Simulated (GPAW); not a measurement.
SrO:

```xyz
2
Lattice="0.0000 2.5663 2.5663 2.5663 0.0000 2.5663 2.5663 2.5663 0.0000" Properties=species:S:1:pos:R:3 pbc="T T T"
Sr    2.5663    2.5663    2.5663
O     0.0000    0.0000    0.0000
```

Base run:

| Quantity | Value |
| --- | --- |
| Program | GPAW 26.7.0 |
| Functional | PBEsol |
| Potentials or basis | PAW data sets generated in the run's folder for this functional |
| Cutoff | 800 eV |
| Basis | pw |
| k mesh | 9 × 9 × 9 |
| Occupations | fermi-dirac, width 0.05 eV |
| Spin | no spin polarisation |

Its results: band gap on the k mesh 3.31 eV, indirect (least direct gap 3.39 eV); pressure 0.0 GPa.

Q: After a change of settings the same cell gave: band gap on the k mesh 3.55 eV, indirect (least direct gap 3.63 eV); pressure 6.7 GPa. Which change was it?
A. functional from PBEsol to BLYP
B. functional from PBEsol to r2SCAN; potentials or basis from PAW data sets generated in the run's folder for this functional to GPAW PAW data sets (gpaw-data 1.2.1)
C. functional from PBEsol to LDA; potentials or basis from PAW data sets generated in the run's folder for this functional to the program's PAW data sets (release 1.2.1) made for this functional

A: A.

BLYP binds less tightly than PBEsol, so the same cell stands under more pressure.

Runs at the PBE level aren't shown here.
